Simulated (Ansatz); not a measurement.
# Nickel, diamond under revPBE: from relaxation to bulk modulus, part 2 of 2

What does revPBE give for nickel in the diamond structure? We relax it, solve it on a dense k-mesh, then scale the cell to 7 volumes from 88 to 112 % of the relaxed one and try a fit of the equation of state. Spin polarisation is left out, though the real metal is magnetic, so this state lies above the ground state. The k-meshes are 11×11×11 for the relaxation; 17×17×17 for the dense run; 17×17×17 for the volumes.

Ansatz 0.2.0; DFT, revPBE, plane waves (420 eV) with PAW, scalar-relativistic. The steps go on from the part before.

**3. Single point on a dense mesh**

This is Ni in the diamond structure; at room conditions it is fcc.

The input, input.yaml:

```yaml
crystal:
  lattice:
    - [0.0, 2.5713074402, 2.5713074402]
    - [2.5713074402, 0.0, 2.5713074402]
    - [2.5713074402, 2.5713074402, 0.0]
  atoms:
    - { symbol: Ni, position: [0.125, 0.125, 0.125] }
    - { symbol: Ni, position: [0.875, 0.875, 0.875] }
hamiltonian:
  xc: revpbe
  pseudopotentials:
    kind: paw
    azcp:
      Ni: "pseudopotentials/Ni.paw.azcp"
basis:
  ecutwfc: 420
  fft_grid_basis: typed
kpoints:
  mp_grid: { grid: [17, 17, 17], shift: [0, 0, 0] }
magnetization:
  spin_polarized: false
scf:
  occupations: { method: fermi_dirac, width: 0.1 }
output:
  write_density: true
  write_potential: true
  elf: true
  volumetric_format: npy
```

Log, shortened:

```text
Warning: RAYON_NUM_THREADS=2 ignored (pool sized by the plan → 2); use --threads N
[...]
Pseudopotentials: kind: paw
Pseudopotential: Ni, paw, valence charge 18, recommended cutoff 420 eV (normal), <dir>
Functional definition: revPBE
[...]
Crystal: 2 atoms, lattice volume = 34.001 Å³
Basis set: ecut = 420 eV, 645 PW (Γ)
Bands: 22, of which v1, the nominal top of the filled ones, is band 18 counted from 1 (17 counted from 0)
Symmetry: 48 space group operations
Space group: Fd-3m (ITA 227), of the structure as read, at distance tolerance 3.2e-5 Å
k-points: 165 of 4913
[...]
SCF iter   1: F=—  HF=-11684.197107 eV  |F-HF|=—  |Δ(HF+E_count)|=         —  Δρ=1.51e-2  dr2=4.30e-2  ethr=1.77e-3  ⟨swp⟩=5.5  Hψ=13683  notcnv=0
[...]
SCF iter   7: F=-11684.191703 eV  HF=-11684.191703 eV  |F-HF|=1.62e-10  |Δ(HF+E_count)|=   2.67e-8  Δρ=6.66e-7  dr2=1.69e-10  ethr=1.39e-10  ⟨swp⟩=1.0  Hψ=11401  notcnv=0
[...]
SCF converged after 7 iterations
Free energy (F): -11684.191703 eV
[...]
E sigma→0 (E₀):  -11684.082941 eV
Entropy (-TS):   -0.217524 eV (-108.762 meV/atom)
Fermi energy:    10.001053 eV
[...]
--- Band table (eV; the first three rows and the last of 165) ---
  k-point 0: bands = ["-93.1054", "-93.0154", "-53.5097", "-53.5097", "-53.5097", "-53.3174", "-53.3174", "-53.3174", "3.7106", "7.5114", "7.5114", "7.5456", "7.5456", "7.5456", "8.9704", "8.9704", "8.9704", "9.9116", "9.9116", "21.6317", "21.6317", "21.6317"]
[...]
```

Run time: 4.2 s. Hardware: 2 threads of an Arm CPU, shared host; peak memory 0.37 GiB.

Axes a, b and c in the maps are those of this run's conventional cell (a, b, c = 5.143, 5.143, 5.143 Å).

Density in a lattice plane of the grid's cell (edges 5.14 and 5.14 Å, at 0.125 of the third edge), which holds Ni.

Ten even steps from ' ' (0.04 e/Å³) to '@' (44.04 e/Å³):
```
                                                
                                                
                                                
                                                
                                                
                          ..::--::..            
                          ::**@@##::            
                          ::**@@**::            
                          ..::--::..            
                                                
                                                
                                                
                                                
                                                
                                                
  ..::--::..                                    
  ::**@@##::                                    
  ::**@@**::                                    
  ..::--::..                                    
                                                
```
Columns run along the first of these edges and rows up along the second, over one cell in 24 and 20 even steps from the bottom left corner. Atoms in the plane (fractional): Ni at (0.12, 0.12), Ni at (0.62, 0.62).

ELF in the same plane.

Ten even steps from '0' (0.08) to '9' (0.65):
```
211111223221111111112232
222122222222222222222222
222222222223221112232222
111111112232211111223221
100001112222123332122221
000000012221245654212221
000000012211358985321221
000000012211358985321221
000000012221245654212221
100000112222123332122221
111111112232211111223221
222222222222222122222222
221112232222222222222223
211111223221111111112232
123332122221100001112222
245654212221000000012221
358985321221000000012211
358985321221000000012211
245654212221000000012221
123332122221100000112222
```
Columns run along the first of these edges and rows up along the second, over one cell in 24 and 20 even steps from the bottom left corner. Atoms in the plane (fractional): Ni at (0.12, 0.12), Ni at (0.62, 0.62).

Both are smooth fields of the valence electrons: close to the nuclei they are not physical.

**4. Equation of state: 88 %**

Changes to input.yaml since step 3:

```diff
@@ -2,5 +2,5 @@
   lattice:
-    - [0.0, 2.5713074402, 2.5713074402]
-    - [2.5713074402, 0.0, 2.5713074402]
-    - [2.5713074402, 2.5713074402, 0.0]
+    - [0.0, 2.4640427055, 2.4640427055]
+    - [2.4640427055, 0.0, 2.4640427055]
+    - [2.4640427055, 2.4640427055, 0.0]
   atoms:
@@ -24,5 +24,2 @@
 output:
-  write_density: true
-  write_potential: true
-  elf: true
-  volumetric_format: npy
+  stress: true
```

Log, shortened:

```text
Warning: RAYON_NUM_THREADS=2 ignored (pool sized by the plan → 2); use --threads N
[...]
Pseudopotentials: kind: paw
Pseudopotential: Ni, paw, valence charge 18, recommended cutoff 420 eV (normal), <dir>
Functional definition: revPBE
[...]
Crystal: 2 atoms, lattice volume = 29.921 Å³
Basis set: ecut = 420 eV, 561 PW (Γ)
Bands: 22, of which v1, the nominal top of the filled ones, is band 18 counted from 1 (17 counted from 0)
Symmetry: 48 space group operations
Space group: Fd-3m (ITA 227), of the structure as read, at distance tolerance 3.1e-5 Å
k-points: 165 of 4913
[...]
SCF iter   1: F=—  HF=-11684.033895 eV  |F-HF|=—  |Δ(HF+E_count)|=         —  Δρ=1.42e-2  dr2=2.95e-2  ethr=1.77e-3  ⟨swp⟩=5.6  Hψ=13759  notcnv=0
[...]
SCF iter   7: F=-11684.030009 eV  HF=-11684.030009 eV  |F-HF|=4.37e-11  |Δ(HF+E_count)|=  8.51e-10  Δρ=8.02e-7  dr2=8.37e-11  ethr=2.12e-11  ⟨swp⟩=2.2  Hψ=12067  notcnv=0
[...]
SCF converged after 7 iterations
Free energy (F): -11684.030009 eV
[...]
E sigma→0 (E₀):  -11683.929391 eV
Entropy (-TS):   -0.201236 eV (-100.618 meV/atom)
Fermi energy:    12.057447 eV
[...]
--- Stress (GPa, compression-positive) ---
       14.399365       0.000000       0.000000
        0.000000      14.399365       0.000000
        0.000000      -0.000000      14.399365
  P = ⅓ Tr σ = 14.3994 GPa (143.994 kbar)
```

Wall time 3.5 s (2 threads of an Arm CPU, shared host); peak memory 0.35 GiB.

**5. Equation of state: 92 %**

Changes to input.yaml since step 4:

```diff
@@ -2,5 +2,5 @@
   lattice:
-    - [0.0, 2.4640427055, 2.4640427055]
-    - [2.4640427055, 0.0, 2.4640427055]
-    - [2.4640427055, 2.4640427055, 0.0]
+    - [0.0, 2.5008248851, 2.5008248851]
+    - [2.5008248851, 0.0, 2.5008248851]
+    - [2.5008248851, 2.5008248851, 0.0]
   atoms:
```

Log, shortened:

```text
Warning: RAYON_NUM_THREADS=2 ignored (pool sized by the plan → 2); use --threads N
[...]
Pseudopotentials: kind: paw
Pseudopotential: Ni, paw, valence charge 18, recommended cutoff 420 eV (normal), <dir>
Functional definition: revPBE
[...]
Crystal: 2 atoms, lattice volume = 31.281 Å³
Basis set: ecut = 420 eV, 609 PW (Γ)
Bands: 22, of which v1, the nominal top of the filled ones, is band 18 counted from 1 (17 counted from 0)
Symmetry: 48 space group operations
Space group: Fd-3m (ITA 227), of the structure as read, at distance tolerance 3.2e-5 Å
k-points: 165 of 4913
[...]
SCF iter   1: F=—  HF=-11684.130255 eV  |F-HF|=—  |Δ(HF+E_count)|=         —  Δρ=1.45e-2  dr2=3.38e-2  ethr=1.77e-3  ⟨swp⟩=5.5  Hψ=13689  notcnv=0
[...]
SCF iter   7: F=-11684.125900 eV  HF=-11684.125900 eV  |F-HF|=2.91e-11  |Δ(HF+E_count)|=   1.03e-9  Δρ=5.23e-7  dr2=5.17e-11  ethr=4.61e-12  ⟨swp⟩=2.0  Hψ=11233  notcnv=0
[...]
SCF converged after 7 iterations
Free energy (F): -11684.125900 eV
[...]
E sigma→0 (E₀):  -11684.022434 eV
Entropy (-TS):   -0.206933 eV (-103.466 meV/atom)
Fermi energy:    11.309679 eV
[...]
--- Stress (GPa, compression-positive) ---
        8.429032      -0.000000       0.000000
       -0.000000       8.429032      -0.000000
        0.000000      -0.000000       8.429032
  P = ⅓ Tr σ = 8.4290 GPa (84.290 kbar)
```

Wall time 3.8 s (2 threads of an Arm CPU, shared host); peak memory 0.36 GiB.

**6. Equation of state: 96 %**

Changes to input.yaml since step 5:

```diff
@@ -2,5 +2,5 @@
   lattice:
-    - [0.0, 2.5008248851, 2.5008248851]
-    - [2.5008248851, 0.0, 2.5008248851]
-    - [2.5008248851, 2.5008248851, 0.0]
+    - [0.0, 2.5365557823, 2.5365557823]
+    - [2.5365557823, 0.0, 2.5365557823]
+    - [2.5365557823, 2.5365557823, 0.0]
   atoms:
@@ -25 +25,5 @@
   stress: true
+  write_density: true
+  write_potential: true
+  elf: true
+  volumetric_format: npy
```

Log, shortened:

```text
Warning: RAYON_NUM_THREADS=2 ignored (pool sized by the plan → 2); use --threads N
[...]
Pseudopotentials: kind: paw
Pseudopotential: Ni, paw, valence charge 18, recommended cutoff 420 eV (normal), <dir>
Functional definition: revPBE
[...]
Crystal: 2 atoms, lattice volume = 32.641 Å³
Basis set: ecut = 420 eV, 609 PW (Γ)
Bands: 22, of which v1, the nominal top of the filled ones, is band 18 counted from 1 (17 counted from 0)
Symmetry: 48 space group operations
Space group: Fd-3m (ITA 227), of the structure as read, at distance tolerance 3.2e-5 Å
k-points: 165 of 4913
[...]
SCF iter   1: F=—  HF=-11684.181537 eV  |F-HF|=—  |Δ(HF+E_count)|=         —  Δρ=1.49e-2  dr2=3.86e-2  ethr=1.77e-3  ⟨swp⟩=5.5  Hψ=13720  notcnv=0
[...]
SCF iter   7: F=-11684.176645 eV  HF=-11684.176645 eV  |F-HF|=9.64e-11  |Δ(HF+E_count)|=  6.06e-10  Δρ=9.24e-7  dr2=1.72e-10  ethr=1.16e-11  ⟨swp⟩=4.8  Hψ=21348  notcnv=0
[...]
SCF converged after 7 iterations
Free energy (F): -11684.176645 eV
[...]
E sigma→0 (E₀):  -11684.070469 eV
Entropy (-TS):   -0.212351 eV (-106.176 meV/atom)
Fermi energy:    10.626820 eV
[...]
--- Stress (GPa, compression-positive) ---
        3.712683      -0.000000       0.000000
        0.000000       3.712683      -0.000000
       -0.000000       0.000000       3.712683
  P = ⅓ Tr σ = 3.7127 GPa (37.127 kbar)
--- Band table (eV; the first three rows and the last of 165) ---
  k-point 0: bands = ["-92.5617", "-92.4567", "-52.9728", "-52.9728", "-52.9728", "-52.7541", "-52.7541", "-52.7541", "4.1224", "7.9891", "7.9891", "8.0388", "8.0388", "8.0388", "9.5356", "9.5356", "9.5356", "10.5388", "10.5388", "22.6199", "22.6199", "22.6199"]
[...]
```

Wall time 5.7 s (2 threads of an Arm CPU, shared host); peak memory 0.37 GiB.

**7. Equation of state: 100 %**

Changes to input.yaml since step 6:

```diff
@@ -2,5 +2,5 @@
   lattice:
-    - [0.0, 2.5365557823, 2.5365557823]
-    - [2.5365557823, 0.0, 2.5365557823]
-    - [2.5365557823, 2.5365557823, 0.0]
+    - [0.0, 2.5713074402, 2.5713074402]
+    - [2.5713074402, 0.0, 2.5713074402]
+    - [2.5713074402, 2.5713074402, 0.0]
   atoms:
@@ -25,5 +25 @@
   stress: true
-  write_density: true
-  write_potential: true
-  elf: true
-  volumetric_format: npy
```

Log, shortened:

```text
Warning: RAYON_NUM_THREADS=2 ignored (pool sized by the plan → 2); use --threads N
[...]
Pseudopotentials: kind: paw
Pseudopotential: Ni, paw, valence charge 18, recommended cutoff 420 eV (normal), <dir>
Functional definition: revPBE
[...]
Crystal: 2 atoms, lattice volume = 34.001 Å³
Basis set: ecut = 420 eV, 645 PW (Γ)
Bands: 22, of which v1, the nominal top of the filled ones, is band 18 counted from 1 (17 counted from 0)
Symmetry: 48 space group operations
Space group: Fd-3m (ITA 227), of the structure as read, at distance tolerance 3.2e-5 Å
k-points: 165 of 4913
[...]
SCF iter   1: F=—  HF=-11684.197107 eV  |F-HF|=—  |Δ(HF+E_count)|=         —  Δρ=1.51e-2  dr2=4.30e-2  ethr=1.77e-3  ⟨swp⟩=5.5  Hψ=13683  notcnv=0
[...]
SCF iter   7: F=-11684.191703 eV  HF=-11684.191703 eV  |F-HF|=1.53e-10  |Δ(HF+E_count)|=   2.67e-8  Δρ=6.59e-7  dr2=1.66e-10  ethr=1.39e-10  ⟨swp⟩=2.0  Hψ=13987  notcnv=0
[...]
SCF converged after 7 iterations
Free energy (F): -11684.191703 eV
[...]
E sigma→0 (E₀):  -11684.082941 eV
Entropy (-TS):   -0.217524 eV (-108.762 meV/atom)
Fermi energy:    10.001053 eV
[...]
--- Stress (GPa, compression-positive) ---
       -0.017931      -0.000000       0.000000
       -0.000000      -0.017931      -0.000000
        0.000000      -0.000000      -0.017931
  P = ⅓ Tr σ = -0.0179 GPa (-0.179 kbar)
```

Run time: 4.3 s. Hardware: 2 threads of an Arm CPU, shared host; peak memory 0.37 GiB.

**8. Equation of state: 104 %**

Changes to input.yaml since step 7:

```diff
@@ -2,5 +2,5 @@
   lattice:
-    - [0.0, 2.5713074402, 2.5713074402]
-    - [2.5713074402, 0.0, 2.5713074402]
-    - [2.5713074402, 2.5713074402, 0.0]
+    - [0.0, 2.6051443131, 2.6051443131]
+    - [2.6051443131, 0.0, 2.6051443131]
+    - [2.6051443131, 2.6051443131, 0.0]
   atoms:
```

Log, shortened:

```text
Warning: RAYON_NUM_THREADS=2 ignored (pool sized by the plan → 2); use --threads N
[...]
Pseudopotentials: kind: paw
Pseudopotential: Ni, paw, valence charge 18, recommended cutoff 420 eV (normal), <dir>
Functional definition: revPBE
[...]
Crystal: 2 atoms, lattice volume = 35.361 Å³
Basis set: ecut = 420 eV, 701 PW (Γ)
Bands: 22, of which v1, the nominal top of the filled ones, is band 18 counted from 1 (17 counted from 0)
Symmetry: 48 space group operations
Space group: Fd-3m (ITA 227), of the structure as read, at distance tolerance 3.3e-5 Å
k-points: 165 of 4913
[...]
SCF iter   1: F=—  HF=-11684.184271 eV  |F-HF|=—  |Δ(HF+E_count)|=         —  Δρ=1.53e-2  dr2=4.65e-2  ethr=1.77e-3  ⟨swp⟩=5.5  Hψ=13696  notcnv=0
[...]
SCF iter   7: F=-11684.178537 eV  HF=-11684.178537 eV  |F-HF|=3.37e-8  |Δ(HF+E_count)|=   2.94e-8  Δρ=1.28e-5  dr2=2.98e-8  ethr=2.78e-10  ⟨swp⟩=3.0  Hψ=13830  notcnv=0
[...]
SCF converged after 7 iterations
Free energy (F): -11684.178537 eV
[...]
E sigma→0 (E₀):  -11684.067301 eV
Entropy (-TS):   -0.222471 eV (-111.236 meV/atom)
Fermi energy:    9.425875 eV
[...]
--- Stress (GPa, compression-positive) ---
       -2.967566       0.000000      -0.000000
       -0.000000      -2.967566      -0.000000
       -0.000000       0.000000      -2.967566
  P = ⅓ Tr σ = -2.9676 GPa (-29.676 kbar)
```

Wall time 4.7 s (2 threads of an Arm CPU, shared host); peak memory 0.37 GiB.

**9. Equation of state: 108 %**

Changes to input.yaml since step 8:

```diff
@@ -2,5 +2,5 @@
   lattice:
-    - [0.0, 2.6051443131, 2.6051443131]
-    - [2.6051443131, 0.0, 2.6051443131]
-    - [2.6051443131, 2.6051443131, 0.0]
+    - [0.0, 2.6381243245, 2.6381243245]
+    - [2.6381243245, 0.0, 2.6381243245]
+    - [2.6381243245, 2.6381243245, 0.0]
   atoms:
```

Log, shortened:

```text
Warning: RAYON_NUM_THREADS=2 ignored (pool sized by the plan → 2); use --threads N
[...]
Pseudopotentials: kind: paw
Pseudopotential: Ni, paw, valence charge 18, recommended cutoff 420 eV (normal), <dir>
Functional definition: revPBE
[...]
Crystal: 2 atoms, lattice volume = 36.721 Å³
Basis set: ecut = 420 eV, 725 PW (Γ)
Bands: 22, of which v1, the nominal top of the filled ones, is band 18 counted from 1 (17 counted from 0)
Symmetry: 48 space group operations
Space group: Fd-3m (ITA 227), of the structure as read, at distance tolerance 3.3e-5 Å
k-points: 165 of 4913
[...]
SCF iter   1: F=—  HF=-11684.149137 eV  |F-HF|=—  |Δ(HF+E_count)|=         —  Δρ=1.54e-2  dr2=4.93e-2  ethr=1.77e-3  ⟨swp⟩=5.4  Hψ=13741  notcnv=0
[...]
SCF iter   7: F=-11684.143089 eV  HF=-11684.143089 eV  |F-HF|=4.51e-10  |Δ(HF+E_count)|=   2.89e-9  Δρ=1.96e-6  dr2=9.62e-10  ethr=1.54e-11  ⟨swp⟩=2.0  Hψ=12503  notcnv=0
[...]
SCF converged after 7 iterations
Free energy (F): -11684.143089 eV
[...]
E sigma→0 (E₀):  -11684.029485 eV
Entropy (-TS):   -0.227209 eV (-113.605 meV/atom)
Fermi energy:    8.895369 eV
[...]
--- Stress (GPa, compression-positive) ---
       -5.291526       0.000000       0.000000
        0.000000      -5.291526       0.000000
        0.000000       0.000000      -5.291526
  P = ⅓ Tr σ = -5.2915 GPa (-52.915 kbar)
```

It took 4.8 s on 2 threads of an Arm CPU, shared host; peak memory 0.37 GiB.

**10. Equation of state: 112 %**

Changes to input.yaml since step 9:

```diff
@@ -2,5 +2,5 @@
   lattice:
-    - [0.0, 2.6381243245, 2.6381243245]
-    - [2.6381243245, 0.0, 2.6381243245]
-    - [2.6381243245, 2.6381243245, 0.0]
+    - [0.0, 2.6702997434, 2.6702997434]
+    - [2.6702997434, 0.0, 2.6702997434]
+    - [2.6702997434, 2.6702997434, 0.0]
   atoms:
```

Log, shortened:

```text
Warning: RAYON_NUM_THREADS=2 ignored (pool sized by the plan → 2); use --threads N
[...]
Pseudopotentials: kind: paw
Pseudopotential: Ni, paw, valence charge 18, recommended cutoff 420 eV (normal), <dir>
Functional definition: revPBE
[...]
Crystal: 2 atoms, lattice volume = 38.081 Å³
Basis set: ecut = 420 eV, 725 PW (Γ)
Bands: 22, of which v1, the nominal top of the filled ones, is band 18 counted from 1 (17 counted from 0)
Symmetry: 48 space group operations
Space group: Fd-3m (ITA 227), of the structure as read, at distance tolerance 3.4e-5 Å
k-points: 165 of 4913
[...]
SCF iter   1: F=—  HF=-11684.096498 eV  |F-HF|=—  |Δ(HF+E_count)|=         —  Δρ=1.54e-2  dr2=5.15e-2  ethr=1.77e-3  ⟨swp⟩=5.4  Hψ=13741  notcnv=0
[...]
SCF iter   7: F=-11684.090104 eV  HF=-11684.090104 eV  |F-HF|=1.44e-9  |Δ(HF+E_count)|=   4.47e-9  Δρ=2.81e-6  dr2=1.86e-9  ethr=3.13e-11  ⟨swp⟩=2.9  Hψ=12718  notcnv=0
[...]
SCF converged after 7 iterations
Free energy (F): -11684.090104 eV
[...]
E sigma→0 (E₀):  -11683.974229 eV
Entropy (-TS):   -0.231750 eV (-115.875 meV/atom)
Fermi energy:    8.404986 eV
[...]
--- Stress (GPa, compression-positive) ---
       -7.119175      -0.000000       0.000000
       -0.000000      -7.119175      -0.000000
       -0.000000      -0.000000      -7.119175
  P = ⅓ Tr σ = -7.1192 GPa (-71.192 kbar)
```

It took 4.7 s on 2 threads of an Arm CPU, shared host; peak memory 0.38 GiB.

**11. Energy and pressure against volume**

The cell was scaled evenly, with its shape and the fractional positions fixed.

```csv
V (Å³/atom),E − E₀ (meV/atom),P from the stress (GPa),P from the fit (GPa)
14.960,76.8,14.40,14.07
15.640,30.3,8.43,8.10
16.320,6.3,3.71,3.40
17.001,0.1,-0.02,-0.32
17.681,7.9,-2.97,-3.25
18.361,26.8,-5.29,-5.56
19.041,54.4,-7.12,-7.39
```

A third-order Birch-Murnaghan fit gives V₀ = 16.936 Å³/atom, B₀ = 84 GPa and B₀′ = 4.9; it misses no point by more than 0.01 meV/atom.

Fit and stress differ a little: one follows E(σ → 0), the other the smeared free energy.

**12. Outcome**

What follows sums up all 2 parts.

```
                      quantity                         value
space group (spins left aside)               Fd-3m (No. 227)
             conventional cell                   a = 5.143 Å
                        volume                17.001 Å³/atom
             shortest distance                       2.227 Å
               gap on the mesh  none (levels filled in part)
relative to fcc, ferromagnetic                +1253 meV/atom
                   V₀, B₀, B₀′   16.936 Å³/atom, 84 GPa, 4.9
```

The relaxation enlarged the cell by 15.1 % in volume. It lies 1253 meV/atom above the element's reference form at the same level (fcc, ferromagnetic, from a run of its own); part of this is magnetic energy, as this run has no moments. No gap shows: it is a metal or semimetal at this level. B₀ comes out at 84 GPa. Relaxation kept the symmetry; phonons were not checked.
